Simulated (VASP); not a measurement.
AlP: relaxation of cell and atoms with PBEsol

Crystal: AlP.

```
CELL_PARAMETERS angstrom
0.00000 2.72550 2.72550
2.72550 0.00000 2.72550
2.72550 2.72550 0.00000
ATOMIC_POSITIONS crystal
Al 0.00000 0.00000 0.00000
P 0.25000 0.25000 0.25000
```

```
Program                : VASP 6.6.1
Task                   : relaxation of cell and atoms
Functional             : PBEsol
Potentials or basis    : VASP PAW PBE potentials, release 64 (Al, P)
Cutoff                 : 600 eV
k mesh                 : 8 × 8 × 8
Occupations            : gaussian, width 0.03 eV
Spin                   : no spin polarisation
Further INCAR settings : ALGO = Normal; EDIFF = 1e-06; IBRION = 2; EDIFFG = -0.01; NSW = 90; ISIF = 3
```

* Relaxed volume: 20.47 Å³/atom
* Relaxed cell: a = 3.869 Å, b = 3.869 Å, c = 3.869 Å, α = 60.00°, β = 60.00°, γ = 60.00°
* Space group after relaxing (to 0.05 Å): F-43m (No. 216)
* Energy gained by relaxing: 0.7 meV/atom
* Ionic steps: 3
* Pressure after relaxing: 0.0 GPa
* Band gap on the k mesh: 1.45 eV, indirect (least direct gap 3.15 eV)

The path:
```tsv
step	energy change (eV)	largest force (eV/Å)	pressure (GPa)	volume (Å³)
1	0.0000	0.0000	1.00	40.49
2	-0.0009	0.0000	-0.60	41.24
3	-0.0014	0.0000	0.00	40.95
```

Final structure:
```
Al P
1.0
     0.00000    2.73570    2.73570
     2.73570    0.00000    2.73570
     2.73570    2.73570    0.00000
Al P
1 1
Cartesian
  0.0000 0.0000 0.0000
  1.3679 1.3679 1.3679
```

Levels at points of the mesh, in eV from the valence-band top:
```
           k point  band 2  band 3  band 4  band 5  band 6  band 7
(0.00, 0.00, 0.00)    0.00    0.00    0.00    3.15    4.50    4.50
(0.50, 0.00, 0.00)   -5.55   -0.76   -0.76    2.71    4.75    4.75
(0.50, 0.50, 0.00)   -5.32   -2.11   -2.11    1.45    2.37   10.94
```

Wall time 5.5 s on 8 MPI ranks on Intel(R) Xeon(R) Platinum 8488C (Sapphire Rapids), with other jobs on the host, peak memory 0.18 GiB a rank.

Caveat: the PAW data sets were made with another functional, which shifts forces and pressure a little. Zero-point motion and thermal expansion aren't in these numbers.
